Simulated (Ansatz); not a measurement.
## InP: input, output and frames of a trajectory

The calculation used DFT PBE, scalar-relativistic, plane waves, PAW (Ansatz). Cutoff 420 eV, shifted (0.5, 0.5, 0.5 steps) 2×2×2 k-points, Fermi–Dirac smearing of 0.02 eV. The mesh is coarse. No spin polarisation.

16 atoms, starting at 1.00 times the perfect crystal's volume (space group F-43m, the cell as given, not relaxed at this level); Langevin thermostat at 200 K (friction 0.02 fs⁻¹), fixed cell; 31 steps of 3 fs. The run is short and not equilibrated.

The run converged.

Command:
```bash
ansatz run input.yaml --threads 4 --pin off --max-ram 5120MiB --backend cpu --events-out ev --progress --plain --runs-dir out
```

Input:
```yaml
crystal:
  lattice:
    - [-5.861, -5.861, 0.0]
    - [-5.861, 0.0, -5.861]
    - [0.0, -5.861, -5.861]
  atoms:
    - { symbol: In, position: [0.5, 0.5, 0.5] }
    - { symbol: In, position: [0.0, 0.5, 0.5] }
    - { symbol: In, position: [0.5, 0.0, 0.5] }
    - { symbol: In, position: [0.0, 0.0, 0.5] }
    - { symbol: In, position: [0.5, 0.5, 0.0] }
    - { symbol: In, position: [0.0, 0.5, 0.0] }
    - { symbol: In, position: [0.5, 0.0, 0.0] }
    - { symbol: In, position: [0.0, 0.0, 0.0] }
    - { symbol: P, position: [0.125, 0.125, 0.125] }
    - { symbol: P, position: [0.625, 0.125, 0.125] }
    - { symbol: P, position: [0.125, 0.625, 0.125] }
    - { symbol: P, position: [0.625, 0.625, 0.125] }
    - { symbol: P, position: [0.125, 0.125, 0.625] }
    - { symbol: P, position: [0.625, 0.125, 0.625] }
    - { symbol: P, position: [0.125, 0.625, 0.625] }
    - { symbol: P, position: [0.625, 0.625, 0.625] }
basis:
  ecutwfc: 420
kpoints:
  mp_grid: { grid: [2, 2, 2], shift: [0.5, 0.5, 0.5] }
hamiltonian:
  xc: pbe
scf:
  occupations: { method: fermi_dirac, width: 0.02 }
  lower_state_search: "off"
  convergence: { dr2_threshold: 1.0e-07 }
output:
  forces: true
  stress: true
md:
  timestep: 3.0
  n_steps: 31
  ensemble: nvt_langevin
  temperature: 200.0
  initial_velocities: maxwell_boltzmann
  seed: 77849
  friction: 0.02
```

Output (its end):
```
...
  k-point 2: bands = ["-7.3854", "-7.3801", "-7.3649", "-7.3455", "-7.3297", "-7.3038", "-7.2818", "-7.2435", "-7.2046", "-7.1972", "-7.1756", "-7.1660", "-7.1616", "-7.1569", "-7.1537", "-7.1453", "-7.1415", "-7.1339", "-7.1248", "-7.1191", "-7.1143", "-7.1101", "-7.1074", "-7.1024", "-7.0905", "-7.0839", "-7.0734", "-7.0703", "-7.0612", "-7.0579", "-7.0482", "-7.0447", "-7.0395", "-7.0364", "-7.0312", "-7.0234", "-7.0186", "-7.0145", "-6.9864", "-6.9791", "-3.9075", "-3.5015", "-3.1051", "-2.8487", "-2.7953", "-2.4506", "-2.2460", "-2.1434", "1.3963", "1.5006", "1.5778", "1.9783", "2.0975", "2.6075", "2.9110", "3.7813", "3.8514", "3.9516", "4.0366", "4.4143", "4.5077", "4.7349", "4.7696", "4.9643", "5.2757", "5.2894", "5.5246", "5.5518", "5.5579", "6.0771", "6.1050", "6.4392", "9.4451", "9.5073", "9.6334", "9.7530", "10.0256", "10.1356", "10.2211", "10.2635", "10.3665", "10.5628", "11.1064", "11.2429", "11.3665", "11.4291", "11.7885", "11.9108"]
  k-point 3: bands = ["-7.3930", "-7.3778", "-7.3632", "-7.3424", "-7.3275", "-7.3042", "-7.2852", "-7.2417", "-7.2062", "-7.2015", "-7.1724", "-7.1674", "-7.1607", "-7.1561", "-7.1521", "-7.1427", "-7.1382", "-7.1363", "-7.1292", "-7.1230", "-7.1137", "-7.1079", "-7.1042", "-7.1011", "-7.0947", "-7.0811", "-7.0764", "-7.0699", "-7.0565", "-7.0543", "-7.0477", "-7.0461", "-7.0413", "-7.0373", "-7.0343", "-7.0245", "-7.0193", "-7.0129", "-6.9860", "-6.9781", "-3.9110", "-3.5025", "-3.1012", "-2.8690", "-2.7741", "-2.4451", "-2.2493", "-2.1351", "1.4191", "1.4769", "1.5667", "1.9310", "2.0385", "2.5833", "2.9774", "3.8472", "3.8667", "3.9650", "4.0882", "4.4485", "4.4806", "4.7154", "4.7330", "5.0368", "5.2309", "5.2872", "5.5093", "5.5368", "5.6278", "6.0516", "6.0885", "6.4086", "9.3979", "9.4995", "9.6005", "9.7179", "10.0556", "10.1120", "10.1899", "10.2675", "10.3787", "10.5916", "11.1129", "11.2041", "11.3444", "11.4648", "11.7622", "11.8770"]
--- MD trajectory: 31 steps, t = 0.0 → 93.0 fs ---
  final state: T = 155.2 K   F+E_penalty+E_count = -50831.60291677 eV   E_kin = 0.321071 eV
```

Frames along the run (Å, eV/Å; dE is the potential energy from the first frame):

```xyz
16
Lattice="-5.861 -5.861 0.000 -5.861 0.000 -5.861 0.000 -5.861 -5.861" Properties=species:S:1:pos:R:3:forces:R:3 pbc="T T T" time_fs=0.00 dE_eV=0.0000 T_K=188
In   -5.861   -5.861   -5.861   -0.018   -0.018   -0.018
In   -2.930   -2.930   -5.861   -0.018   -0.018   -0.018
In   -2.930   -5.861   -2.930   -0.018   -0.018   -0.018
In    0.000   -2.930   -2.930   -0.018   -0.018   -0.018
In   -5.861   -2.930   -2.930   -0.018   -0.018   -0.018
In   -2.930    0.000   -2.930   -0.018   -0.018   -0.018
In   -2.930   -2.930    0.000   -0.018   -0.018   -0.018
In    0.000    0.000    0.000   -0.018   -0.018   -0.018
P    -1.465   -1.465   -1.465    0.018    0.018    0.018
P    -4.396   -4.396   -1.465    0.018    0.018    0.018
P    -4.396   -1.465   -4.396    0.018    0.018    0.018
P    -7.326   -4.396   -4.396    0.018    0.018    0.018
P    -1.465   -4.396   -4.396    0.018    0.018    0.018
P    -4.396   -7.326   -4.396    0.018    0.018    0.018
P    -4.396   -4.396   -7.326    0.018    0.018    0.018
P    -7.326   -7.326   -7.326    0.018    0.018    0.018
16
Lattice="-5.861 -5.861 0.000 -5.861 0.000 -5.861 0.000 -5.861 -5.861" Properties=species:S:1:pos:R:3:forces:R:3 pbc="T T T" time_fs=9.00 dE_eV=0.0707 T_K=198
In   -5.876   -5.851   -5.861    0.098   -0.278   -0.232
In   -2.924   -2.933   -5.855   -0.296   -0.196    0.054
In   -2.933   -5.871   -2.938   -0.005    0.159    0.503
In    0.010   -2.944   -2.940   -0.241    0.048   -0.129
In   -5.850   -2.934   -2.936   -0.139   -0.050    0.126
In   -2.930    0.013   -2.956    0.056   -0.201    0.281
In   -2.931   -2.933    0.008   -0.067    0.225    0.158
In   -0.003    0.006    0.010   -0.022   -0.231   -0.188
P    -1.466   -1.485   -1.458    0.024    0.219   -0.154
P    -4.393   -4.382   -1.432    0.002   -0.139   -0.259
P    -4.399   -1.465   -4.389    0.047   -0.015   -0.075
P    -7.318   -4.410   -4.413   -0.040    0.282    0.209
P    -1.493   -4.441   -4.405    0.250    0.440    0.156
P    -4.389   -7.280   -4.363   -0.219   -0.470   -0.401
P    -4.407   -4.399   -7.338    0.172   -0.039    0.122
P    -7.359   -7.355   -7.312    0.380    0.245   -0.170
16
Lattice="-5.861 -5.861 0.000 -5.861 0.000 -5.861 0.000 -5.861 -5.861" Properties=species:S:1:pos:R:3:forces:R:3 pbc="T T T" time_fs=15.00 dE_eV=0.1573 T_K=138
In   -5.885   -5.847   -5.860    0.117   -0.404   -0.283
In   -2.927   -2.938   -5.857   -0.367   -0.252    0.159
In   -2.936   -5.882   -2.939    0.058    0.324    0.755
In    0.020   -2.956   -2.946   -0.361    0.067   -0.098
In   -5.839   -2.944   -2.943   -0.222    0.024    0.248
In   -2.931    0.021   -2.973    0.121   -0.299    0.436
In   -2.929   -2.933    0.007   -0.155    0.334    0.318
In   -0.004    0.005    0.013   -0.118   -0.284   -0.280
P    -1.477   -1.503   -1.456    0.151    0.381   -0.287
P    -4.392   -4.376   -1.414   -0.021   -0.241   -0.386
P    -4.401   -1.459   -4.388    0.074   -0.102   -0.112
P    -7.317   -4.409   -4.417   -0.055    0.337    0.244
P    -1.508   -4.459   -4.405    0.350    0.585    0.157
P    -4.390   -7.256   -4.340   -0.349   -0.744   -0.694
P    -4.406   -4.410   -7.336    0.161   -0.018    0.093
P    -7.377   -7.368   -7.306    0.616    0.293   -0.271
16
Lattice="-5.861 -5.861 0.000 -5.861 0.000 -5.861 0.000 -5.861 -5.861" Properties=species:S:1:pos:R:3:forces:R:3 pbc="T T T" time_fs=24.00 dE_eV=0.2289 T_K=151
In   -5.897   -5.856   -5.866    0.018   -0.401   -0.237
In   -2.940   -2.952   -5.861   -0.340   -0.185    0.277
In   -2.936   -5.896   -2.938    0.059    0.339    0.770
In    0.030   -2.977   -2.962   -0.482    0.063    0.145
In   -5.819   -2.955   -2.959   -0.264    0.100    0.455
In   -2.932    0.028   -2.995    0.308   -0.279    0.681
In   -2.930   -2.933    0.005   -0.259    0.495    0.419
In    0.000    0.003    0.013   -0.225   -0.310   -0.320
P    -1.484   -1.525   -1.453    0.301    0.591   -0.447
P    -4.373   -4.375   -1.404   -0.203   -0.322   -0.490
P    -4.390   -1.447   -4.377   -0.024   -0.223   -0.294
P    -7.319   -4.383   -4.423    0.032    0.113    0.251
P    -1.518   -4.462   -4.399    0.396    0.492    0.062
P    -4.415   -7.256   -4.324   -0.202   -0.722   -0.857
P    -4.402   -4.423   -7.324    0.086   -0.037   -0.065
P    -7.394   -7.386   -7.304    0.798    0.285   -0.350
16
Lattice="-5.861 -5.861 0.000 -5.861 0.000 -5.861 0.000 -5.861 -5.861" Properties=species:S:1:pos:R:3:forces:R:3 pbc="T T T" time_fs=30.00 dE_eV=0.2469 T_K=147
In   -5.904   -5.864   -5.869   -0.031   -0.343   -0.183
In   -2.951   -2.961   -5.865   -0.237   -0.080    0.404
In   -2.938   -5.899   -2.930    0.048    0.259    0.672
In    0.038   -2.987   -2.975   -0.512   -0.034    0.365
In   -5.809   -2.959   -2.965   -0.247    0.156    0.514
In   -2.930    0.033   -3.006    0.404   -0.251    0.870
In   -2.931   -2.928    0.009   -0.264    0.523    0.393
In    0.003    0.004    0.012   -0.271   -0.331   -0.324
P    -1.478   -1.536   -1.459    0.300    0.665   -0.439
P    -4.367   -4.373   -1.404   -0.221   -0.341   -0.453
P    -4.380   -1.437   -4.367   -0.124   -0.324   -0.438
P    -7.319   -4.369   -4.416    0.084    0.008    0.125
P    -1.517   -4.459   -4.393    0.341    0.381    0.007
P    -4.434   -7.267   -4.319    0.021   -0.524   -0.879
P    -4.391   -4.429   -7.307   -0.069   -0.092   -0.251
P    -7.393   -7.401   -7.303    0.778    0.329   -0.381
16
Lattice="-5.861 -5.861 0.000 -5.861 0.000 -5.861 0.000 -5.861 -5.861" Properties=species:S:1:pos:R:3:forces:R:3 pbc="T T T" time_fs=39.00 dE_eV=0.2449 T_K=177
In   -5.918   -5.878   -5.869   -0.021   -0.180   -0.175
In   -2.971   -2.978   -5.871    0.094    0.137    0.474
In   -2.945   -5.902   -2.928   -0.013    0.059    0.485
In    0.041   -2.996   -2.997   -0.490   -0.194    0.824
In   -5.795   -2.964   -2.974   -0.217    0.218    0.607
In   -2.919    0.035   -3.013    0.381   -0.294    0.990
In   -2.929   -2.919    0.016   -0.149    0.482    0.272
In    0.012    0.003    0.010   -0.355   -0.288   -0.258
P    -1.468   -1.535   -1.474    0.282    0.595   -0.292
P    -4.360   -4.369   -1.405   -0.207   -0.379   -0.418
P    -4.364   -1.438   -4.362   -0.210   -0.303   -0.533
P    -7.317   -4.363   -4.396    0.126    0.000   -0.147
P    -1.506   -4.439   -4.373    0.147    0.056   -0.226
P    -4.469   -7.306   -4.334    0.522   -0.003   -0.748
P    -4.371   -4.442   -7.294   -0.401   -0.164   -0.457
P    -7.376   -7.412   -7.304    0.510    0.258   -0.399
16
Lattice="-5.861 -5.861 0.000 -5.861 0.000 -5.861 0.000 -5.861 -5.861" Properties=species:S:1:pos:R:3:forces:R:3 pbc="T T T" time_fs=48.00 dE_eV=0.2910 T_K=173
In   -5.932   -5.893   -5.868   -0.053    0.042   -0.149
In   -2.989   -2.993   -5.874    0.329    0.255    0.403
In   -2.951   -5.902   -2.929   -0.060   -0.079    0.282
In    0.037   -3.001   -3.015   -0.274   -0.132    1.193
In   -5.783   -2.964   -2.983   -0.402    0.203    0.702
In   -2.913    0.027   -3.018    0.142   -0.452    1.078
In   -2.929   -2.911    0.027   -0.001    0.308   -0.016
In    0.030    0.008    0.016   -0.554   -0.226   -0.269
P    -1.462   -1.524   -1.503    0.277    0.453    0.068
P    -4.366   -4.369   -1.433   -0.036   -0.329   -0.106
P    -4.368   -1.458   -4.361   -0.098   -0.062   -0.600
P    -7.331   -4.371   -4.356    0.301    0.147   -0.619
P    -1.498   -4.405   -4.345   -0.061   -0.404   -0.592
P    -4.488   -7.338   -4.365    0.781    0.347   -0.513
P    -4.364   -4.458   -7.293   -0.614   -0.177   -0.506
P    -7.371   -7.410   -7.313    0.320    0.106   -0.355
16
Lattice="-5.861 -5.861 0.000 -5.861 0.000 -5.861 0.000 -5.861 -5.861" Properties=species:S:1:pos:R:3:forces:R:3 pbc="T T T" time_fs=54.00 dE_eV=0.3116 T_K=194
In   -5.935   -5.898   -5.869   -0.110    0.083   -0.094
In   -2.999   -3.003   -5.873    0.476    0.319    0.193
In   -2.948   -5.899   -2.934   -0.091   -0.156    0.164
In    0.029   -3.006   -3.020   -0.042    0.005    1.209
In   -5.776   -2.971   -2.987   -0.515    0.231    0.717
In   -2.910    0.023   -3.014   -0.041   -0.541    1.020
In   -2.927   -2.902    0.023    0.116    0.161   -0.187
In    0.041    0.008    0.019   -0.594   -0.206   -0.278
P    -1.446   -1.513   -1.531    0.171    0.361    0.354
P    -4.369   -4.376   -1.455    0.096   -0.271    0.142
P    -4.370   -1.480   -4.365   -0.010    0.174   -0.569
P    -7.338   -4.376   -4.335    0.337    0.222   -0.896
P    -1.491   -4.390   -4.339   -0.182   -0.626   -0.783
P    -4.485   -7.353   -4.385    0.756    0.455   -0.346
P    -4.376   -4.465   -7.301   -0.547   -0.142   -0.460
P    -7.363   -7.401   -7.331    0.180   -0.069   -0.185
16
Lattice="-5.861 -5.861 0.000 -5.861 0.000 -5.861 0.000 -5.861 -5.861" Properties=species:S:1:pos:R:3:forces:R:3 pbc="T T T" time_fs=63.00 dE_eV=0.3190 T_K=219
In   -5.936   -5.905   -5.874   -0.178    0.069   -0.004
In   -3.007   -3.012   -5.871    0.541    0.354   -0.198
In   -2.945   -5.892   -2.951   -0.007   -0.215    0.127
In    0.013   -3.015   -3.023    0.275    0.282    0.975
In   -5.769   -2.989   -2.991   -0.574    0.340    0.713
In   -2.900    0.018   -3.002   -0.338   -0.613    0.856
In   -2.922   -2.883    0.018    0.280   -0.122   -0.418
In    0.055    0.012    0.014   -0.596   -0.241   -0.186
P    -1.413   -1.489   -1.555   -0.035    0.175    0.597
P    -4.375   -4.401   -1.486    0.337   -0.007    0.453
P    -4.374   -1.511   -4.381    0.102    0.530   -0.381
P    -7.332   -4.385   -4.318    0.207    0.282   -1.189
P    -1.491   -4.379   -4.354   -0.160   -0.761   -0.851
P    -4.455   -7.350   -4.408    0.362    0.294   -0.099
P    -4.411   -4.470   -7.313   -0.244   -0.079   -0.414
P    -7.350   -7.387   -7.363    0.027   -0.288    0.021
16
Lattice="-5.861 -5.861 0.000 -5.861 0.000 -5.861 0.000 -5.861 -5.861" Properties=species:S:1:pos:R:3:forces:R:3 pbc="T T T" time_fs=69.00 dE_eV=0.2936 T_K=191
In   -5.935   -5.907   -5.877   -0.214    0.025   -0.038
In   -3.013   -3.011   -5.876    0.501    0.376   -0.398
In   -2.946   -5.888   -2.961    0.128   -0.183    0.155
In    0.003   -3.019   -3.025    0.349    0.363    0.681
In   -5.763   -3.004   -2.991   -0.572    0.434    0.697
In   -2.896    0.017   -2.993   -0.357   -0.559    0.667
In   -2.915   -2.867    0.011    0.263   -0.265   -0.444
In    0.062    0.009    0.006   -0.617   -0.249   -0.082
P    -1.397   -1.478   -1.558   -0.123    0.088    0.556
P    -4.376   -4.425   -1.495    0.454    0.252    0.554
P    -4.379   -1.518   -4.391    0.161    0.603   -0.230
P    -7.317   -4.388   -4.327   -0.017    0.241   -1.136
P    -1.505   -4.383   -4.383    0.050   -0.663   -0.682
P    -4.430   -7.321   -4.416    0.055   -0.069   -0.016
P    -4.429   -4.475   -7.324   -0.091    0.008   -0.396
P    -7.347   -7.377   -7.381    0.030   -0.402    0.111
16
Lattice="-5.861 -5.861 0.000 -5.861 0.000 -5.861 0.000 -5.861 -5.861" Properties=species:S:1:pos:R:3:forces:R:3 pbc="T T T" time_fs=78.00 dE_eV=0.2615 T_K=222
In   -5.929   -5.902   -5.881   -0.264   -0.106   -0.210
In   -3.016   -3.007   -5.889    0.375    0.417   -0.551
In   -2.944   -5.880   -2.977    0.324   -0.152    0.203
In   -0.015   -3.026   -3.033    0.445    0.472    0.378
In   -5.752   -3.020   -2.998   -0.578    0.474    0.717
In   -2.896    0.015   -2.984   -0.205   -0.410    0.348
In   -2.896   -2.848   -0.010    0.095   -0.342   -0.273
In    0.067    0.002   -0.004   -0.565   -0.142   -0.126
P    -1.388   -1.468   -1.552   -0.098    0.053    0.318
P    -4.354   -4.444   -1.499    0.339    0.490    0.589
P    -4.390   -1.509   -4.410    0.316    0.466   -0.048
P    -7.294   -4.391   -4.366   -0.350    0.196   -0.765
P    -1.515   -4.397   -4.432    0.214   -0.480   -0.412
P    -4.405   -7.275   -4.432   -0.198   -0.645    0.042
P    -4.443   -4.486   -7.344    0.024    0.203   -0.355
P    -7.349   -7.367   -7.398    0.127   -0.492    0.145
16
Lattice="-5.861 -5.861 0.000 -5.861 0.000 -5.861 0.000 -5.861 -5.861" Properties=species:S:1:pos:R:3:forces:R:3 pbc="T T T" time_fs=84.00 dE_eV=0.2475 T_K=212
In   -5.920   -5.898   -5.885   -0.294   -0.278   -0.311
In   -3.017   -3.005   -5.898    0.284    0.439   -0.610
In   -2.944   -5.877   -2.988    0.486   -0.097    0.251
In   -0.027   -3.027   -3.033    0.443    0.472    0.176
In   -5.746   -3.024   -3.000   -0.600    0.451    0.623
In   -2.898    0.011   -2.980   -0.034   -0.274    0.177
In   -2.881   -2.841   -0.023   -0.015   -0.356   -0.172
In    0.070   -0.001   -0.008   -0.428   -0.065   -0.199
P    -1.381   -1.459   -1.542   -0.080    0.026    0.114
P    -4.334   -4.445   -1.501    0.214    0.543    0.599
P    -4.386   -1.497   -4.418    0.308    0.290    0.032
P    -7.283   -4.393   -4.401   -0.451    0.193   -0.405
P    -1.518   -4.410   -4.472    0.294   -0.318   -0.114
P    -4.384   -7.256   -4.438   -0.417   -0.915   -0.004
P    -4.448   -4.493   -7.358    0.060    0.319   -0.337
P    -7.355   -7.372   -7.409    0.230   -0.430    0.178
16
Lattice="-5.861 -5.861 0.000 -5.861 0.000 -5.861 0.000 -5.861 -5.861" Properties=species:S:1:pos:R:3:forces:R:3 pbc="T T T" time_fs=93.00 dE_eV=0.2491 T_K=155
In   -5.913   -5.895   -5.897   -0.208   -0.392   -0.388
In   -3.010   -3.001   -5.918    0.069    0.507   -0.490
In   -2.948   -5.876   -3.005    0.715    0.039    0.403
In   -0.039   -3.024   -3.028    0.384    0.415   -0.140
In   -5.748   -3.028   -2.998   -0.651    0.394    0.391
In   -2.894    0.000   -2.974    0.041   -0.069   -0.009
In   -2.864   -2.835   -0.045   -0.155   -0.339   -0.062
In    0.064   -0.005   -0.004   -0.111    0.042   -0.385
P    -1.372   -1.440   -1.534   -0.053   -0.093   -0.078
P    -4.319   -4.436   -1.507    0.120    0.426    0.600
P    -4.388   -1.474   -4.420    0.369   -0.067    0.045
P    -7.290   -4.399   -4.447   -0.377    0.243    0.003
P    -1.516   -4.431   -4.530    0.269   -0.027    0.421
P    -4.356   -7.240   -4.447   -0.730   -1.156   -0.152
P    -4.445   -4.485   -7.381    0.019    0.278   -0.233
P    -7.360   -7.389   -7.412    0.300   -0.199    0.073
```